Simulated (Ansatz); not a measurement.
Computed with DFT PBE, scalar-relativistic, plane waves, PAW in Ansatz. Settings: cutoff 420 eV, Γ-centred meshes spaced at most about 0.3 Å⁻¹, and about 0.25 Å⁻¹ or finer for metals (2π included), Gaussian smearing. No spin polarisation.

These are static total energies at zero pressure.

Compare these two cells of Ba₃HfO, each relaxed at this level.

A.

```
CELL_PARAMETERS angstrom
7.97030 0.00000 0.00000
-3.98515 6.90248 0.00000
0.00000 0.00000 4.00784
ATOMIC_POSITIONS crystal
Ba 0.50000 0.00000 0.00000
Ba 0.00000 0.50000 0.00000
Ba 0.50000 0.50000 0.00000
Hf 0.00000 0.00000 0.00000
O 0.00000 0.00000 0.50000
```

B.

```
CELL_PARAMETERS angstrom
6.56199 0.00000 0.00000
0.00000 6.56199 0.00000
0.00000 0.00000 4.11764
ATOMIC_POSITIONS crystal
Ba 0.50000 0.00000 0.50000
Ba 0.00000 0.50000 0.50000
Ba 0.00000 0.00000 0.00000
Hf 0.50000 0.50000 0.00000
O 0.50000 0.50000 0.50000
```

Question: Which would you expect to be lower, and how large is the difference?

Answer: B is lower, by 296 meV/atom. A has space group P6/mmm (No. 191), 44.1 Å³/atom and no gap on its mesh; B has space group P4/mmm (No. 123), 35.5 Å³/atom and no gap. Counting Ba or Hf atoms around O (for each partner element, those within 1.25 times its shortest distance or 1.15 times the sum of covalent radii, where it is the nearest in units of that sum or under 1.3; a plus sign parts groups by distance over the sum of covalent radii), A has O 2 and B has O 2+4. The denser one is the lower, and pressure would at first widen the difference. In A, Ba is surrounded by 6 Ba at 3.99–4.01 Å, 2 Hf at 3.99 Å and 4 O at 4.46 Å; around Hf lie 2 O at 2.00 Å and 6 Ba at 3.99 Å; O is surrounded by 2 Hf at 2.00 Å, 2 O at 4.01 Å and 12 Ba at 4.46 Å. In B, Ba on a site of symmetry mmm is surrounded by 2 O at 3.28 Å, 4 Ba at 3.87 Å, 4 Hf at 3.87 Å, 2 Ba at 4.12 Å and 4 Ba at 4.64 Å; around Hf lie 2 O at 2.06 Å and 8 Ba at 3.87 Å; around O lie 2 Hf at 2.06 Å and 4 Ba at 3.28 Å; 1 more site not described. Both come from invented guesses.

Spin–orbit coupling, which can matter for Hf, is left out. Cells relaxed within their symmetry can be saddle points.
